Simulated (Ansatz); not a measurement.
## SrO in Ansatz: the effect of functional

SrO:

```
Sr O
1.0
     3.57682    0.00000    0.00000
    -1.78841    3.09762    0.00000
     0.00000    0.00000    6.25848
Sr O
2 2
Direct
  0.66667 0.33333 0.75000
  0.33333 0.66667 0.25000
  0.00000 0.00000 0.50000
  0.00000 0.00000 0.00000
```

Measurements of this composition are mostly on another form, of space group No. 225.

The cell isn't the ideal one: volume scaled by 1.02.

Alike in all runs:

```yaml
Program: Ansatz 0.2.0
Task: single point
Potentials_or_basis: Ansatz PAW
k_mesh: 9 × 9 × 5
Occupations: fermi-dirac, width 0.05 eV
Spin: no spin polarisation
```

```tsv
functional	cutoff	gap on the mesh (eV)	pressure (GPa)
LDA	420 eV (not typed: the program's choice for these potentials)	2.76	-7.0
PBEsol	420 eV (not typed: the program's choice for these potentials)	?	?
r2SCAN	500 eV (not typed: the program's choice for these potentials)	3.54	-2.1
```

What does the run with functional PBEsol give?

gap on the mesh 2.82 eV; pressure -3.9 GPa.

Caveats: odd divisions of the mesh miss points on the zone boundary, where band edges often lie, so the gap on the mesh can be too wide; the PAW data sets come from PBE, with cores solved anew for the run's functional, which leaves a small shift of forces and pressure.

A k mesh can miss the band edges.

Runs at the PBE level aren't shown here.
